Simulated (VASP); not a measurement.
# GaN (P6_3mc) in VASP: notebook, part 3 of 3

VASP 6.6.1.

### Step 7. Density of states, PBE

POSCAR reads:

```
GaN                                     
1.0
    3.1802324013      0.0000000000      0.0000000000
   -1.5901162006      2.7541620494      0.0000000000
   -0.0000000000      0.0000000000      5.1832207758
  Ga              N             
     2     2
Direct
     0.3333333332999970    0.6666666667000030    0.9992402581362281
     0.6666666667000030    0.3333333332999970    0.4992402581362280
     0.3333333332999970    0.6666666667000030    0.3757597418637720
     0.6666666667000030    0.3333333332999970    0.8757597418637719
```

INCAR.step1 reads:

```
SYSTEM = GaN
PREC     = Accurate       ! precision mode
ENCUT    = 520            ! plane-wave cutoff, eV
EDIFF    = 1E-6           ! SCF threshold, eV
ISMEAR   = 0              ! smearing method
SIGMA    = 0.03           ! smearing width, eV
LREAL    = .False.        ! projectors in reciprocal space
LASPH    = .True.         ! aspherical terms in the spheres
NELM     = 80             ! most SCF steps
ALGO     = Normal         ! electronic algorithm
ISIF     = 2              ! what is computed and relaxed
LWAVE    = .False.        ! write WAVECAR
LCHARG   = .True.         ! write CHGCAR
GGA      = PE             ! functional
KPAR     = 2
```

KPOINTS.step1 reads:

```
Automatic mesh
0
Gamma
  12 12 5
  0 0 0
```

INCAR.step2 reads:

```
SYSTEM = GaN
PREC     = Accurate       ! precision mode
ENCUT    = 520            ! plane-wave cutoff, eV
EDIFF    = 1E-6           ! SCF threshold, eV
ISMEAR   = -5             ! smearing method
SIGMA    = 0.03           ! smearing width, eV
LREAL    = .False.        ! projectors in reciprocal space
LASPH    = .True.         ! aspherical terms in the spheres
NELM     = 80             ! most SCF steps
ALGO     = Normal         ! electronic algorithm
ISIF     = 2              ! what is computed and relaxed
LWAVE    = .False.        ! write WAVECAR
LCHARG   = .False.        ! write CHGCAR
GGA      = PE             ! functional
LORBIT   = 11             ! projections on sites
KPAR     = 2            
NEDOS    = 2001           ! points of the DOS
ICHARG   = 11             ! starting density
```

KPOINTS.step2 reads:

```
Automatic mesh
0
Gamma
  18 18 8
  0 0 0
```

Started as:

```
$ cat potpaw_PBE.64/Ga_d/POTCAR potpaw_PBE.64/N/POTCAR > POTCAR
$ cp INCAR.step1 INCAR
$ cp KPOINTS.step1 KPOINTS
$ mpirun -np 2 vasp_std > vasp.out
$ cp INCAR.step2 INCAR
$ cp KPOINTS.step2 KPOINTS
$ mpirun -np 2 vasp_std > vasp.out
```

It took 46 s on 2 MPI ranks of Intel Xeon Platinum 8488C (Sapphire Rapids), shared host; peak memory 0.26 GiB.

Results (log left out):

| Quantity | Value |
| --- | --- |
| Valence electrons inside the program's atomic spheres | Ga 11.88; N 3.75 |

Levels at points of the mesh, in eV from the valence-band top:
| k point | band 15 | band 16 | band 17 | band 18 | band 19 | band 20 | band 21 | band 22 |
| --- | --- | --- | --- | --- | --- | --- | --- | --- |
| (0.00, 0.00, 0.00) | -1.04 | -0.04 | 0.00 | 0.00 | 1.95 | 4.30 | 9.22 | 9.93 |
| (0.50, 0.00, 0.00) | -4.23 | -2.76 | -2.22 | -1.01 | 5.08 | 5.59 | 6.06 | 8.63 |
| (0.00, 0.00, 0.50) | -0.53 | -0.53 | -0.53 | -0.53 | 4.29 | 4.29 | 8.50 | 8.50 |
| (0.50, 0.00, 0.50) | -1.95 | -1.95 | -1.91 | -1.91 | 4.42 | 4.42 | 7.80 | 7.80 |

States per cell in windows of 0.5 eV (zero at the valence-band top; states under -8 eV left out):
```tsv
from (eV)	total	N3_p	N4_p	Ga1_p	Ga2_p	Ga1_s	Ga2_s
-8.0	0.00	0.00	0.00	0.00	0.00	0.00	0.00
-7.5	0.00	0.00	0.00	0.00	0.00	0.00	0.00
-7.0	0.21	0.03	0.03	0.01	0.01	0.03	0.03
-6.5	1.12	0.15	0.15	0.03	0.03	0.18	0.18
-6.0	0.99	0.14	0.14	0.03	0.03	0.15	0.15
-5.5	0.67	0.10	0.10	0.03	0.03	0.08	0.08
-5.0	0.42	0.06	0.06	0.02	0.02	0.03	0.03
-4.5	0.66	0.11	0.11	0.05	0.05	0.04	0.04
-4.0	0.71	0.13	0.13	0.06	0.06	0.03	0.03
-3.5	0.89	0.17	0.17	0.08	0.08	0.02	0.02
-3.0	0.92	0.20	0.20	0.08	0.08	0.02	0.02
-2.5	1.29	0.29	0.29	0.11	0.11	0.02	0.02
-2.0	1.66	0.41	0.41	0.13	0.13	0.01	0.01
-1.5	1.48	0.39	0.39	0.10	0.10	0.01	0.01
-1.0	0.70	0.20	0.20	0.04	0.04	0.00	0.00
-0.5	0.34	0.10	0.10	0.01	0.01	0.00	0.00
0.0	0.00	0.00	0.00	0.00	0.00	0.00	0.00
0.5	0.00	0.00	0.00	0.00	0.00	0.00	0.00
1.0	0.00	0.00	0.00	0.00	0.00	0.00	0.00
1.5	0.00	0.00	0.00	0.00	0.00	0.00	0.00
2.0	0.01	0.00	0.00	0.00	0.00	0.00	0.00
2.5	0.02	0.00	0.00	0.00	0.00	0.00	0.00
3.0	0.05	0.00	0.00	0.00	0.00	0.00	0.00
3.5	0.09	0.01	0.01	0.00	0.00	0.01	0.01
4.0	0.31	0.02	0.02	0.02	0.02	0.02	0.02
4.5	0.66	0.04	0.04	0.05	0.05	0.05	0.05
5.0	0.91	0.06	0.06	0.07	0.07	0.07	0.07
5.5	1.00	0.07	0.07	0.07	0.07	0.07	0.07
6.0	0.73	0.06	0.06	0.05	0.05	0.06	0.06
6.5	0.41	0.05	0.05	0.02	0.02	0.03	0.03
7.0	0.77	0.09	0.09	0.04	0.04	0.07	0.07
7.5	1.28	0.15	0.15	0.08	0.08	0.13	0.13
```

### Step 8. Summary

| task | level | spin | k mesh | monkhorst-Pack mesh | k mesh for the DOS | occupations for the DOS | gap on the mesh (eV) | pressure (GPa) |
| --- | --- | --- | --- | --- | --- | --- | --- | --- |
| band structure | PBE | SOC, no magnetisation | 9 × 9 × 4 | - | - | - | - | 6.6 |
| band structure | TB-mBJ | off | 12 × 12 × 5 | - | - | - | 3.13 | - |
| band structure | TB-mBJ | SOC, no magnetisation | 9 × 9 × 4 | - | - | - | - | - |
| dielectric tensor | PBE | off | 18 × 18 × 9 | no | - | - | 1.95 | - |
| optical spectrum | PBE | off | 12 × 12 × 5 | - | - | - | 1.95 | 6.6 |
| density of states | PBE | off | 12 × 12 × 5 | - | 18 × 18 × 8 | tetrahedron | - | - |

Alike in all rows: potentials or basis VASP PAW PBE potentials, release 64 (Ga_d, N); cell as given; cutoff (eV) 520; smearing gaussian 0.03 eV.

On the cell as given the gap runs from 1.95 eV (PBE) to 3.13 eV (TB-mBJ); the meshes differ, which moves gaps too.

Caveats: the PAW data sets were made with another functional, which shifts forces and pressure a little (some runs); an odd mesh through Γ misses points on the zone boundary, where band edges often lie (some runs); spectra need much finer meshes, so this one isn't converged (some runs); independent-particle spectra lack excitons (some runs).

Total energies depend on the potentials used, so only differences within one code and one set of settings carry meaning.

### Step 9. Against experiment

Step 3. A measured gap of GaN is 3.503 eV (direct; quoted in “Studying electronic properties in GaN without electrical contacts using γ-γ vs e−-γ Perturbed Angular Correlations”, 2019, pmc:6823545); the calculated 3.13 eV misses it by -0.38 eV. Spin-orbit coupling on Ga is left out. The value is that of TB-mBJ, without temperature or zero-point motion.

Step 5. The gap isn't set beside the deposited one, since this odd mesh misses points on the zone boundary.

Step 6. A measured gap of GaN is 3.503 eV (direct; quoted in “Studying electronic properties in GaN without electrical contacts using γ-γ vs e−-γ Perturbed Angular Correlations”, 2019, pmc:6823545); the calculated 1.95 eV misses it by -1.55 eV. Spin-orbit coupling on Ga is left out. The value is that of PBE, without temperature or zero-point motion. Semilocal functionals fall short of measured gaps as a rule.
